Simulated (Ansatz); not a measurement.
# SrO (Fm-3m) in Ansatz: reference runs

Reference runs on SrO: the cell as given and a disturbed copy.

Program: Ansatz 0.2.0. These are calculated values, not measurements. Logs are shortened: lines on timing, memory, paths and dates and some standing lists are left out, and cuts for length are marked.

## Step 1: Starting point

Symmetry: Fm-3m, No. 225, cubic system. The conventional cell has a = 5.133 Å, b = 5.133 Å, c = 5.133 Å, α = 90.00°, β = 90.00°, γ = 90.00°. Around Sr (site symmetry m-3m) lie 6 O at 2.57 Å. Around O (site symmetry m-3m) lie 6 Sr at 2.57 Å.

## Step 2: Single point, PBE

input.yaml

```yaml
crystal:
  lattice:
    - [0.0, 2.5663, 2.5663]
    - [2.5663, 0.0, 2.5663]
    - [2.5663, 2.5663, 0.0]
  atoms:
    - { symbol: Sr, position: [0.5, 0.5, 0.5] }
    - { symbol: O, position: [0.0, 0.0, 0.0] }
hamiltonian:
  xc: pbe
  pseudopotentials: { kind: paw }
kpoints:
  mp_grid: { grid: [9, 9, 9] }
scf:
  occupations: { method: fermi_dirac, width: 0.05 }
output:
  forces: true
  stress: true
  eigenvalues: true
```

Potentials or basis: Ansatz PAW.

The run is started by

```
$ ansatz run input.yaml --threads 1 --pin off --max-ram 2560MiB --backend cpu --events-out ev --progress --plain --runs-dir out
```

The program printed:

```text
Warning: RAYON_NUM_THREADS=1 ignored (pool sized by the plan → 1); use --threads N
Engine: ansatz 0.2.0, aarch64-unknown-linux-gnu
Pseudopotentials: kind: paw
Pseudopotential: Sr, paw, valence charge 10, recommended cutoff 420 eV (normal), Sr.paw.azcp
Pseudopotential: O, paw, valence charge 6, recommended cutoff 420 eV (normal), O.paw.azcp
Functional definition: PBE
  parameter kappa = 0.804
  parameter beta = 0.06672455060314922
  exchange = pbe_x(kappa = kappa, mu = beta*pi^2/3)
  correlation = pbe_c(beta = beta)
Crystal: 2 atoms, lattice volume = 33.803 Å³
Basis set: ecut = 420 eV, 645 PW (Γ), exchange–correlation on 50×50×50 points (8 copies of the dense FFT grid, shifted against one another)
Bands: 12, of which v1, the nominal top of the filled ones, is band 8 counted from 1 (7 counted from 0)
Symmetry: 48 space group operations
Space group: Fm-3m (ITA 225), of the structure as read, at distance tolerance 3.2e-5 Å
k-points: 35 of 729
Non-local potential: Sr, projectors of the file, l = 0: 3, l = 1: 2, l = 2: 2
Non-local potential: O, projectors of the file, l = 0: 2, l = 1: 2, l = 2: 1
PAW form: soft (Blöchl's): semilocal exchange-correlation on the pseudo side does not see the compensation charge
PAW one-centre angular grid: Sr, 110 points (default); XC on 64 Gauss nodes
PAW one-centre angular grid: O, 110 points (default); XC on 64 Gauss nodes
Initial density: superposition of atomic densities (neutral atoms: chi_scale 0, normalization atom), corrected by the library's trained network
Initial wavefunctions: pseudopotential atomic-orbital guess
Functional: x = pbe(κ = 0.804, μ = 0.2195149727645171), c = pbe(β = 0.06672455060314922)
SCF iter   1: F=—  HF=-4114.615186 eV  |F-HF|=—  |Δ(HF+E_count)|=         —  Δρ=3.61e-4  dr2=5.89e-6  ethr=1.77e-3  ⟨swp⟩=8.2  Hψ=3319  notcnv=0
preconditioner: auto → none  [insulator: Δε(μ)=3.359 eV  Ē_g=16.215 eV  σ=0.050 eV  W_gap=1.00  n_scr=8 (ndim 8)  ℏωp=23.9 eV  f_vac=0.000  D(μ)=0.00/eV (n_scr^D=0)  ε∞_Penn≈3.2]
SCF iter   2: F=—  HF=-4114.616149 eV  |F-HF|=—  |Δ(HF+E_count)|=   9.63e-4  Δρ=4.18e-4  dr2=6.18e-5  ethr=3.68e-8  ⟨swp⟩=4.5  Hψ=1464  notcnv=0
SCF iter   3: F=—  HF=-4114.616169 eV  |F-HF|=—  |Δ(HF+E_count)|=   1.99e-5  Δρ=2.12e-4  dr2=1.39e-5  ethr=3.68e-8  ⟨swp⟩=2.9  Hψ=744  notcnv=0
SCF iter   4: F=—  HF=-4114.616197 eV  |F-HF|=—  |Δ(HF+E_count)|=   2.80e-5  Δρ=6.92e-5  dr2=1.77e-6  ethr=3.68e-8  ⟨swp⟩=2.1  Hψ=676  notcnv=0
SCF iter   5: F=—  HF=-4114.616197 eV  |F-HF|=—  |Δ(HF+E_count)|=   1.90e-7  Δρ=3.62e-5  dr2=4.99e-7  ethr=1.11e-8  ⟨swp⟩=1.0  Hψ=420  notcnv=0
SCF iter   6: F=—  HF=-4114.616197 eV  |F-HF|=—  |Δ(HF+E_count)|=   8.61e-8  Δρ=1.88e-5  dr2=1.38e-7  ethr=3.12e-9  ⟨swp⟩=1.0  Hψ=420  notcnv=0
SCF iter   7: F=-4114.616197 eV  HF=-4114.616197 eV  |F-HF|=8.01e-9  |Δ(HF+E_count)|=   2.88e-8  Δρ=4.94e-6  dr2=9.16e-9  ethr=6.25e-10  ⟨swp⟩=5.3  Hψ=1549  notcnv=0
SCF 1 converged in 7 iterations: F = -4114.616197 eV  dr2 = 9.16e-9
SCF converged after 7 iterations
Free energy (F): -4114.616197 eV
Harris-Foulkes:  -4114.616197 eV  (|F-HF|=8.01e-9)
Internal energy: -4114.616197 eV  (E = F + TS)
E sigma→0 (E₀):  -4114.616197 eV
Fermi energy:    9.703974 eV
--- Per-component energies (eV) ---
  E_band       = -56.765729
  E_kinetic    = 423.488252
  E_local      = -861.437582  (includes V_loc(G=0)·N_el)
  E_nonlocal   = 250.220241
  E_hartree    = 233.145037
  E_xc         = -249.540846
  E_vxc        = -259.392338  (∫ρ·V_xc dr)
  E_paw        = -2852.376495  (= ΣΔE_a)
  E_vpaw       = -75.935556  (= ΣTr[D̂ρ^β])
  E_aug_tail   = 0.002416  (compensation charges beyond the density's cutoff)
  E_ewald      = -1058.117221
  E_smearing   = -0.000000  (= −TS)
  E_closure    = -0.000000  (closes the sum)
  Σ components = -4114.616197   (vs F -4114.616197, Δ=0.00e0)
--- Forces (eV/Å), atoms counted from 1 ---
  atom   1  Sr    -0.00000000     0.00000000     0.00000000
  atom   2  O     -0.00000000     0.00000000     0.00000000
  max |Σ_I F_I| component: 3.16e-30 eV/Å
--- Stress (GPa, compression-positive) ---
        3.324352      -0.000000      -0.000000
        0.000000       3.324352       0.000000
       -0.000000      -0.000000       3.324352
  P = ⅓ Tr σ = 3.3244 GPa (33.244 kbar)
--- Band table (eV; the first three rows and the last of 35) ---
  k-point 0: bands = ["-24.2890", "-7.0712", "-5.9221", "-5.9221", "-5.9221", "7.9974", "7.9974", "7.9974", "12.0453", "14.2710", "14.2710", "14.2710"]
  k-point 1: bands = ["-24.2727", "-7.3669", "-5.9319", "-5.9319", "-5.6671", "7.6318", "7.8417", "7.8417", "12.6090", "14.1337", "14.5122", "14.5122"]
  k-point 2: bands = ["-24.2310", "-7.8768", "-5.9566", "-5.9566", "-5.2606", "6.9110", "7.4823", "7.4823", "13.8627", "14.0665", "15.1850", "15.1850"]
  k-point 34: bands = ["-24.1071", "-7.8122", "-6.5505", "-6.5421", "-5.3575", "6.8699", "7.4815", "7.6063", "13.6089", "14.6278", "16.7555", "18.9296"]
```

Wall time 1 s (1 thread of Arm Neoverse V1, shared host); peak memory 0.27 GiB.

What came out:

* Free energy: -4114.6162 eV
* Pressure: 3.3 GPa
* Band gap on the k mesh: 3.37 eV, indirect (least direct gap 3.45 eV)

Levels at points of the mesh, in eV from the valence-band top:
```tsv
k point	band 6	band 7	band 8	band 9	band 10	band 11
(0.00, 0.00, 0.00)	0.00	0.00	0.00	4.05	6.27	6.27
```

Caveat: odd divisions of the mesh miss points on the zone boundary, where band edges often lie, so the gap on the mesh can be too wide; the pressure holds a Pulay correction of +0.4 GPa for the finite cutoff. A k mesh can miss the band edges.

## Step 3: Single point, PBE (atoms moved at random, drawn with an rms of 0.05 Å)

Edit input.yaml of step 2 so:

```diff
@@ -6,4 +6,4 @@
   atoms:
-    - { symbol: Sr, position: [0.5, 0.5, 0.5] }
-    - { symbol: O, position: [0.0, 0.0, 0.0] }
+    - { symbol: Sr, position: [0.498042, 0.49679, 0.50611] }
+    - { symbol: O, position: [0.022373, -0.002082, -0.004903] }
 hamiltonian:
```

Potentials or basis: Ansatz PAW.

The run is started by

```
$ ansatz run input.yaml --threads 1 --pin off --max-ram 2560MiB --backend cpu --events-out ev --progress --plain --runs-dir out
```

The program printed:

```text
Warning: RAYON_NUM_THREADS=1 ignored (pool sized by the plan → 1); use --threads N
[... 9 set-up lines as earlier in the session ...]
Crystal: 2 atoms, lattice volume = 33.803 Å³
Basis set: ecut = 420 eV, 645 PW (Γ), exchange–correlation on 50×50×50 points (8 copies of the dense FFT grid, shifted against one another)
Bands: 12, of which v1, the nominal top of the filled ones, is band 8 counted from 1 (7 counted from 0)
Symmetry: 1 space group operations
Space group: P1 (ITA 1), of the structure as read, at distance tolerance 3.2e-5 Å
k-points: 365 of 729 (time reversal used)
[... 8 set-up lines as earlier in the session ...]
SCF iter   1: F=—  HF=-4114.608485 eV  |F-HF|=—  |Δ(HF+E_count)|=         —  Δρ=3.81e-4  dr2=8.29e-6  ethr=1.77e-3  ⟨swp⟩=8.6  Hψ=35594  notcnv=0
preconditioner: auto → none  [insulator: Δε(μ)=3.389 eV  Ē_g=16.215 eV  σ=0.050 eV  W_gap=1.00  n_scr=8 (ndim 8)  ℏωp=23.9 eV  f_vac=0.000  D(μ)=0.00/eV (n_scr^D=0)  ε∞_Penn≈3.2]
SCF iter   2: F=—  HF=-4114.609360 eV  |F-HF|=—  |Δ(HF+E_count)|=   8.75e-4  Δρ=4.41e-4  dr2=6.79e-5  ethr=5.18e-8  ⟨swp⟩=4.3  Hψ=14932  notcnv=0
SCF iter   3: F=—  HF=-4114.609391 eV  |F-HF|=—  |Δ(HF+E_count)|=   3.10e-5  Δρ=1.30e-4  dr2=2.44e-6  ethr=5.18e-8  ⟨swp⟩=2.1  Hψ=6962  notcnv=0
SCF iter   4: F=—  HF=-4114.609407 eV  |F-HF|=—  |Δ(HF+E_count)|=   1.63e-5  Δρ=7.69e-5  dr2=1.48e-6  ethr=1.53e-8  ⟨swp⟩=3.0  Hψ=7575  notcnv=0
SCF iter   5: F=—  HF=-4114.609407 eV  |F-HF|=—  |Δ(HF+E_count)|=   3.07e-7  Δρ=3.84e-5  dr2=3.98e-7  ethr=9.24e-9  ⟨swp⟩=1.0  Hψ=4380  notcnv=0
SCF iter   6: F=-4114.609407 eV  HF=-4114.609407 eV  |F-HF|=4.43e-8  |Δ(HF+E_count)|=   2.05e-8  Δρ=1.31e-5  dr2=5.45e-8  ethr=6.25e-10  ⟨swp⟩=4.3  Hψ=19717  notcnv=0
SCF 1 converged in 6 iterations: F = -4114.609407 eV  dr2 = 5.45e-8
SCF converged after 6 iterations
Free energy (F): -4114.609407 eV
Harris-Foulkes:  -4114.609407 eV  (|F-HF|=4.43e-8)
Internal energy: -4114.609407 eV  (E = F + TS)
E sigma→0 (E₀):  -4114.609407 eV
Fermi energy:    9.713465 eV
--- Per-component energies (eV) ---
  E_band       = -56.771353
  E_kinetic    = 423.547843
  E_local      = -862.122254  (includes V_loc(G=0)·N_el)
  E_nonlocal   = 250.226053
  E_hartree    = 233.464923
  E_xc         = -249.555159
  E_vxc        = -259.412022  (∫ρ·V_xc dr)
  E_paw        = -2852.381359  (= ΣΔE_a)
  E_vpaw       = -75.939553  (= ΣTr[D̂ρ^β])
  E_aug_tail   = 0.002416  (compensation charges beyond the density's cutoff)
  E_ewald      = -1057.791870
  E_smearing   = -0.000000  (= −TS)
  E_closure    = -0.000000  (closes the sum)
  Σ components = -4114.609407   (vs F -4114.609407, Δ=0.00e0)
--- Forces (eV/Å), atoms counted from 1 ---
  atom   1  Sr    -0.05577107     0.07553622     0.14887606
  atom   2  O      0.05578346    -0.07555185    -0.14890413
  max |Σ_I F_I| component: 2.81e-5 eV/Å
--- Stress (GPa, compression-positive) ---
        3.324164       0.013445       0.026042
        0.013445       3.383103      -0.035162
        0.026042      -0.035162       3.732691
  P = ⅓ Tr σ = 3.4800 GPa (34.800 kbar)
--- Band table (eV; the first three rows and the last of 365) ---
  k-point 0: bands = ["-24.2848", "-7.0907", "-5.9183", "-5.9181", "-5.9031", "7.9775", "7.9798", "7.9825", "12.0402", "14.2742", "14.2901", "14.3042"]
  k-point 1: bands = ["-24.2684", "-7.3805", "-5.9326", "-5.9282", "-5.6498", "7.6057", "7.8281", "7.8412", "12.6016", "14.1343", "14.5171", "14.5417"]
  k-point 2: bands = ["-24.2267", "-7.8868", "-5.9568", "-5.9532", "-5.2484", "6.8953", "7.4746", "7.4871", "13.8397", "14.0721", "15.1794", "15.1995"]
  k-point 364: bands = ["-24.1365", "-8.4953", "-6.1115", "-6.0222", "-4.8735", "6.0353", "6.9250", "7.0069", "14.5732", "15.6432", "16.9864", "17.4878"]
```

It took 13 s on 1 thread of Arm Neoverse V1, shared host; peak memory 0.43 GiB.

Results:

* Free energy: -4114.6094 eV
* Pressure: 3.5 GPa
* Largest force: 0.176 eV/Å
* Band gap on the k mesh: 3.40 eV, indirect (least direct gap 3.47 eV)

Forces on the atoms (eV/Å):
```
Sr  -0.056  0.076  0.149
O    0.056 -0.076 -0.149
```

Stress tensor (GPa, compression positive):
```
 3.32  0.01  0.03
 0.01  3.38 -0.04
 0.03 -0.04  3.73
```

Levels at points of the mesh, in eV from the valence-band top:
```
           k point  band 4  band 5  band 6  band 7  band 8  band 9  band 10  band 11  band 12
(0.00, 0.00, 0.00)  -13.90  -13.89    0.00    0.00    0.00    4.06     6.29     6.31     6.32
```

Caveat: odd divisions of the mesh miss points on the zone boundary, where band edges often lie, so the gap on the mesh can be too wide; the pressure holds a Pulay correction of +0.4 GPa for the finite cutoff. A k mesh can miss the band edges.
